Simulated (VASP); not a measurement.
Write the native input for VASP 6.6.1 that does the following.

| Property | Result |
| --- | --- |
| Task | relaxation of the atoms |
| Functional | PBE |
| Potentials or basis | VASP PAW PBE potentials, release 64 (Ga_d, Sb) |
| Cutoff | 600 eV |
| k mesh | 10 × 10 × 10 |
| Occupations | gaussian, width 0.03 eV |
| Spin | no spin polarisation |
| Further INCAR settings | ALGO = Fast; EDIFF = 1e-07; IBRION = 2; EDIFFG = -0.01; NSW = 40 |

The structure of GaSb lies in POSCAR:

```
GaSb                                    
1.0
    0.0000000000      3.1493347225      3.1493347225
    3.1493347225      0.0000000000      3.1493347225
    3.1493347225      3.1493347225      0.0000000000
  Ga              Sb            
     1     1
Direct
     0.0000000000000000    0.0000000000000000    0.0000000000000000
     0.2500000000000000    0.2500000000000000    0.2500000000000000
```

The cell isn't the ideal one: a relaxed cell with its volume scaled by 1.04.

The input as run:

INCAR

```
  PREC = Accurate
  ENCUT = 600
  EDIFF = 1E-7
  ISMEAR = 0
  SIGMA = 0.03
  LREAL = False
  LASPH = True
  NELM = 80
  ALGO = Fast
  ISIF = 2
  LWAVE = False
  LCHARG = False
  GGA = PE
  IBRION = 2
  NSW = 40
  EDIFFG = -0.01
```

KPOINTS

```
Automatic mesh
0
Gamma
  10 10 10
```

Potentials or basis: VASP PAW PBE potentials, release 64 (Ga_d, Sb).

Launch:

```bash
$ cat potpaw_PBE.64/Ga_d/POTCAR potpaw_PBE.64/Sb/POTCAR > POTCAR
$ mpirun -np 1 vasp_std > vasp.out
```

It gave:

```
Pressure after relaxing : -1.6 GPa
Band gap on the k mesh  : none (metal or under the smearing width)
```

Caveat: the relaxation stopped at its first step, so nothing moved.

Run time: 20 s on 1 thread of Intel(R) Xeon(R) 6975P-C (Granite Rapids), with other jobs on the host, peak memory 0.23 GiB.
